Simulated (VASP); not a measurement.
# SiSe2 (Ibam) in VASP: electric field gradients with PBE+D3(BJ)

Aim: the electric field gradients of SiSe2 with PBE+D3(BJ).

All numbers are computed with VASP 6.6.1; they aren't measurements. Logs are shortened: lines on timing, memory, paths and dates and some standing lists are left out, and cuts for length are marked.

## Step 1: Starting point

It takes space group Ibam (No. 72, orthorhombic). Conventional cell: a = 5.854 Å, b = 9.495 Å, c = 5.838 Å, α = 90.00°, β = 90.00°, γ = 90.00°. Si (site symmetry 222) is surrounded by 4 Se at 2.30 Å. Se (site symmetry m) has 2 Si at 2.30 Å as nearest neighbours.

## Step 2: Electric field gradients, PBE+D3(BJ)

The input, INCAR:

```
SYSTEM = SiSe2
ALGO     = Fast           ! electronic algorithm
EDIFF    = 1E-8           ! SCF threshold, eV
ENCUT    = 520            ! plane-wave cutoff, eV
GGA      = PE             ! functional
ISIF     = 2              ! what is computed and relaxed
ISMEAR   = 0              ! smearing method
IVDW     = 12             ! dispersion correction
LASPH    = .True.         ! aspherical terms in the spheres
LCHARG   = .False.        ! write CHGCAR
LEFG     = .True.       
LREAL    = .False.        ! projectors in reciprocal space
LWAVE    = .False.        ! write WAVECAR
NBANDS   = 25             ! bands
NELM     = 100            ! most SCF steps
PREC     = Accurate       ! precision mode
SIGMA    = 0.01           ! smearing width, eV
```

The input, KPOINTS:

```
k-points
0
Gamma
  8 8 8
  0 0 0
```

The input, POSCAR:

```
SiSe2
1.0
   -2.9269800323      4.7473482437      2.9187620380
    2.9269800323     -4.7473482437      2.9187620380
    2.9269800323      4.7473482437     -2.9187620380
Si Se
2 4
Direct
    0.7500000000      0.7500000000      0.0000000000
    0.2500000000      0.2500000000      0.0000000000
    0.1262989260      0.2227421767      0.3490411027
    0.8737010740      0.7772578233      0.6509588973
    0.6262989260      0.2772578233      0.9035567493
    0.3737010740      0.7227421767      0.0964432507
```

Potentials or basis: VASP PAW PBE potentials, release 64 (Si, Se).

Run with:

```
$ cat potpaw_PBE.64/Si/POTCAR potpaw_PBE.64/Se/POTCAR > POTCAR
$ mpirun -np 1 vasp_std > vasp.out
```

OUTCAR:

```text
SYSTEM = SiSe2
   EDIFF = 1E-8
   ENCUT = 520
   GGA = PE
   ISIF = 2
   ISMEAR = 0
   IVDW = 12
   LASPH = .True.
   LREAL = .False.
   NELM = 100
   PREC = Accurate
 IVDW          = 12

 ion  position               nearest neighbor table
   1  0.750  0.750  0.000-   6 2.30   4 2.30   3 2.30   5 2.30   2 2.92   2 2.92
   2  0.250  0.250  0.000-   5 2.30   3 2.30   4 2.30   6 2.30   1 2.92   1 2.92
   3  0.126  0.223  0.349-   2 2.30   1 2.30
   4  0.874  0.777  0.651-   1 2.30   2 2.30
   5  0.626  0.277  0.904-   2 2.30   1 2.30
   6  0.374  0.723  0.096-   1 2.30   2 2.30

  LATTYP: Found a body centered orthorhombic cell.
 ALAT       =     5.8375240760
 B/A-ratio  =     1.0028155753
 C/A-ratio  =     1.6264937607

  Lattice vectors:

 A1 = (   2.9269800323,   4.7473482437,  -2.9187620380)
 A2 = (  -2.9269800323,   4.7473482437,   2.9187620380)
 A3 = (   2.9269800323,  -4.7473482437,   2.9187620380)

Analysis of symmetry for initial positions (statically):
=====================================================================
 Subroutine PRICEL returns:
 Original cell was already a primitive cell.

 Routine SETGRP: Setting up the symmetry group for a
 body centered orthorhombic supercell.

 Subroutine GETGRP returns: Found  8 space group operations
 (whereof  4 operations were pure point group operations)
 out of a pool of  8 trial point group operations.

The static configuration has the point symmetry C_2h.
 The point group associated with its full space group is D_2h.

Analysis of symmetry for dynamics (positions and initial velocities):
=====================================================================
 Subroutine PRICEL returns:
 Original cell was already a primitive cell.

 Routine SETGRP: Setting up the symmetry group for a
 body centered orthorhombic supercell.

 Subroutine GETGRP returns: Found  8 space group operations
 (whereof  4 operations were pure point group operations)
 out of a pool of  8 trial point group operations.

The dynamic configuration has the point symmetry C_2h.
 The point group associated with its full space group is D_2h.

 Subroutine INISYM returns: Found  8 space group operations
 (whereof  4 operations are pure point group operations),
 and found     1 'primitive' translations
[... 161 lines left out ...]
  band No.  band energies     occupation
      1     -12.2416      2.00000
      2     -10.4059      2.00000
      3     -10.1152      2.00000
      4      -9.8418      2.00000
      5      -5.3056      2.00000
      6      -4.3135      2.00000
[... 661 lines left out ...]
     24       7.7744      0.00000
     25       9.6958      0.00000

 [... further k-points ...]

------------------------ aborting loop because EDIFF is reached ----------------------------------------

 Edisp (eV)   -1.69274

 E8    (eV) :    -0.6949

  FORCE on cell =-STRESS in cart. coord.  units (eV):
  Direction    XX          YY          ZZ          XY          YZ          ZX
  --------------------------------------------------------------------------------------
  -------------------------------------------------------------------------------------
  Total       0.11734     0.09085     0.11594     0.00000     0.00000     0.00000
  in kB       1.15886     0.89722     1.14499     0.00000     0.00000     0.00000
  external pressure =        1.07 kB  Pullay stress =        0.00 kB

 VOLUME and BASIS-vectors are now :
 -----------------------------------------------------------------------------
  energy-cutoff  :      520.00
  volume of cell :      162.23
      direct lattice vectors                 reciprocal lattice vectors
    -2.926980032  4.747348244  2.918762038     0.000000000  0.105321955  0.171305503
     2.926980032 -4.747348244  2.918762038     0.170824534  0.000000000  0.171305503
     2.926980032  4.747348244 -2.918762038     0.170824534  0.105321955  0.000000000

 POSITION                                       TOTAL-FORCE (eV/Angst)
 -----------------------------------------------------------------------------------
      0.00000      0.00000      4.37814        -0.000000     -0.000000     -0.000000
      0.00000      0.00000      1.45938        -0.000000     -0.000000     -0.000000
      1.30392      1.19917      0.00000         0.021207      0.018954      0.000000
      1.62306      3.54818      2.91876        -0.021207     -0.018954      0.000000
      1.62306      5.94652     -0.00000        -0.021207      0.018954     -0.000000
      1.30392     -1.19917      2.91876         0.021207     -0.018954      0.000000
 -----------------------------------------------------------------------------------
    total drift:                                0.000000      0.000000     -0.000000

  FREE ENERGIE OF THE ION-ELECTRON SYSTEM (eV)
  ---------------------------------------------------
  free  energy   TOTEN  =       -29.0872466576 eV

  energy  without entropy=      -29.0872466576  energy(sigma->0) =      -29.08724666

 Electric field gradients (V/A^2)
---------------------------------------------------------------------
 ion       V_xx      V_yy      V_zz      V_xy      V_xz      V_yz
---------------------------------------------------------------------
   1      -2.572     2.628    -0.056     0.000     0.000     0.000
   2      -2.572     2.628    -0.056     0.000     0.000     0.000
   3     -86.435  -136.676   223.110   202.494    -0.000     0.000
   4     -86.435  -136.676   223.110   202.494    -0.000     0.000
   5     -86.435  -136.676   223.110  -202.494     0.000     0.000
   6     -86.435  -136.676   223.110  -202.494     0.000     0.000
---------------------------------------------------------------------

 Electric field gradients after diagonalization (V/A^2)
 (convention: |V_zz| > |V_xx| > |V_yy|)
----------------------------------------------------------------------
 ion       V_xx      V_yy      V_zz     asymmetry (V_yy - V_xx)/ V_zz
----------------------------------------------------------------------
   1      -2.572    -0.056     2.628       0.957
   2      -2.572    -0.056     2.628       0.957
   3     223.110    92.491  -315.601       0.414
   4     223.110    92.491  -315.601       0.414
   5     223.110    92.491  -315.601       0.414
   6     223.110    92.491  -315.601       0.414
----------------------------------------------------------------------

           NMR quadrupolar parameters

 Cq : quadrupolar parameter    Cq=e*Q*V_zz/h
 eta: asymmetry parameters     (V_yy - V_xx)/ V_zz
 Q  : nuclear electric quadrupole moment in mb (millibarn)
----------------------------------------------------------------------
 ion       Cq(MHz)       eta       Q (mb)
----------------------------------------------------------------------
   1       0.006       0.957       1.000
   2       0.006       0.957       1.000
   3      -0.763       0.414       1.000
   4      -0.763       0.414       1.000
   5      -0.763       0.414       1.000
   6      -0.763       0.414       1.000
----------------------------------------------------------------------
```

OSZICAR:

```text
N       E                     dE             d eps       ncg     rms          rms(c)
DAV:   1     0.146963850096E+03    0.14696E+03   -0.12392E+04  4750   0.106E+03
DAV:   2    -0.155307347068E+02   -0.16249E+03   -0.15244E+03  6325   0.173E+02
DAV:   3    -0.276631872571E+02   -0.12132E+02   -0.12005E+02  6342   0.506E+01
DAV:   4    -0.278391098761E+02   -0.17592E+00   -0.17570E+00  5612   0.722E+00
DAV:   5    -0.278418940250E+02   -0.27841E-02   -0.27831E-02  6192   0.924E-01    0.972E+00
RMM:   6    -0.274792671570E+02    0.36263E+00   -0.37309E-01  4817   0.225E+00    0.581E+00
RMM:   7    -0.273971288028E+02    0.82138E-01   -0.56994E-01  4974   0.288E+00    0.797E-01
RMM:   8    -0.273936489511E+02    0.34799E-02   -0.38451E-02  5147   0.102E+00    0.220E-01
RMM:   9    -0.273943985746E+02   -0.74962E-03   -0.43825E-03  5767   0.389E-01    0.137E-01
RMM:  10    -0.273945036583E+02   -0.10508E-03   -0.10997E-03  5818   0.159E-01    0.756E-02
RMM:  11    -0.273945019112E+02    0.17471E-05   -0.30089E-04  5500   0.952E-02    0.223E-02
RMM:  12    -0.273945044988E+02   -0.25876E-05   -0.62950E-05  6125   0.429E-02    0.194E-02
RMM:  13    -0.273945055279E+02   -0.10292E-05   -0.13889E-05  6360   0.201E-02    0.145E-02
RMM:  14    -0.273945049374E+02    0.59052E-06   -0.24819E-06  6005   0.827E-03    0.743E-03
RMM:  15    -0.273945046757E+02    0.26173E-06   -0.75725E-07  6094   0.453E-03    0.156E-03
RMM:  16    -0.273945046837E+02   -0.79967E-08   -0.19674E-07  6057   0.226E-03    0.144E-03
RMM:  17    -0.273945046824E+02    0.12531E-08   -0.35102E-08  4866   0.976E-04
   1 F= -.29087247E+02 E0= -.29087247E+02  d E =-.122146E-16
```

stdout:

```text
POSCAR found type information on POSCAR SiSe
 POSCAR found :  2 types and       6 ions
 scaLAPACK will be used
 LDA part: xc-table for (Slater+PW92), standard interpolation
 POSCAR, INCAR and KPOINTS ok, starting setup
 FFT: planning ... GRIDC
 FFT: planning ... GRID_SOFT
 FFT: planning ... GRID
 WAVECAR not read
 entering main loop
ion   1

ion   2

ion   3

ion   4

ion   5

ion   6
```

It took 5.3 min on 1 thread of Intel Xeon Platinum 8559C (Emerald Rapids), shared host; peak memory 0.53 GiB.

Results:

| Quantity | Value |
| --- | --- |
| Free energy | -29.0872 eV |
| Pressure | 0.1 GPa |
| Largest force | 0.028 eV/Å |
| Band gap on the k mesh | 1.51 eV, indirect (least direct gap 1.77 eV) |
| Dispersion energy per atom | -0.282 eV |

Forces in eV/Å, atoms in the order of the input:
```
Si   0.000  0.000  0.000
Si   0.000  0.000  0.000
Se   0.021  0.019  0.000
Se  -0.021 -0.019  0.000
Se  -0.021  0.019  0.000
Se   0.021 -0.019  0.000
```

Levels at points of the mesh, in eV from the valence-band top:
```
           k point  band 12  band 13  band 14  band 15  band 16  band 17  band 18  band 19  band 20  band 21
(0.00, 0.00, 0.00)    -1.96    -1.33    -0.86    -0.52    -0.35     2.64     2.84     2.91     5.29     5.29
(0.50, 0.00, 0.00)    -2.34    -1.33    -1.33    -0.61    -0.61     2.55     2.55     4.29     4.29     5.08
(0.00, 0.50, 0.00)    -2.31    -0.98    -0.98    -0.51    -0.51     2.32     2.32     3.83     3.83     5.01
(0.50, 0.50, 0.00)    -2.21    -1.82    -1.18    -0.90    -0.08     2.91     4.04     4.10     4.20     4.32
(0.50, 0.50, 0.50)    -2.20    -2.08    -1.93    -1.37    -0.27     1.51     3.08     3.45     4.41     4.54
```

Electric field gradients, principal values (V/Å²):
| atom | Vxx | Vyy | Vzz |
| --- | --- | --- | --- |
| 1 Si | -0.056 | -2.572 | 2.628 |
| 2 Si | -0.056 | -2.572 | 2.628 |
| 3 Se | 92.491 | 223.110 | -315.601 |
| 4 Se | 92.491 | 223.110 | -315.601 |
| 5 Se | 92.491 | 223.110 | -315.601 |
| 6 Se | 92.491 | 223.110 | -315.601 |

A k mesh can miss the band edges. As with any semilocal functional, this PBE gap is likely too small.
